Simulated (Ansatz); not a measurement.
Sb:

```
Sb
1.0
    -1.87134    1.87134    1.87134
     1.87134   -1.87134    1.87134
     1.87134    1.87134   -1.87134
Sb
1
Direct
  0.00000 0.00000 0.00000
```

This isn't the form of Sb at room conditions, which is rhombohedral.

Base run:

```yaml
Program: Ansatz 0.2.0
Functional: PBE
Potentials_or_basis: Ansatz PAW
Cutoff: "420 eV (not typed: the program's choice for these potentials)"
k_mesh: 10 × 10 × 10
Occupations: fermi-dirac, width 0.05 eV
Spin: no spin polarisation
```

Its results: band gap on the k mesh none (metal or under the smearing width); pressure 3.2 GPa.

Task: After a change of settings the same cell gave: band gap on the k mesh none (metal or under the smearing width); pressure -1.2 GPa. Which change was it?
A. functional from PBE to LDA
B. occupations from fermi-dirac, width 0.05 eV to gaussian, width 0.011 eV
C. k mesh from 10 × 10 × 10 to 7 × 7 × 7; spin from no spin polarisation to spin-orbit coupling, no magnetisation; potential files from those of the base run to others of the same set

Result: A.

LDA binds more tightly than PBE, so the same cell stands under less pressure.

Caveats: spin-orbit coupling is left out, which moves the levels of the heavy elements; the PAW data sets come from PBE, with cores solved anew for the run's functional, which leaves a small shift of forces and pressure (some runs).
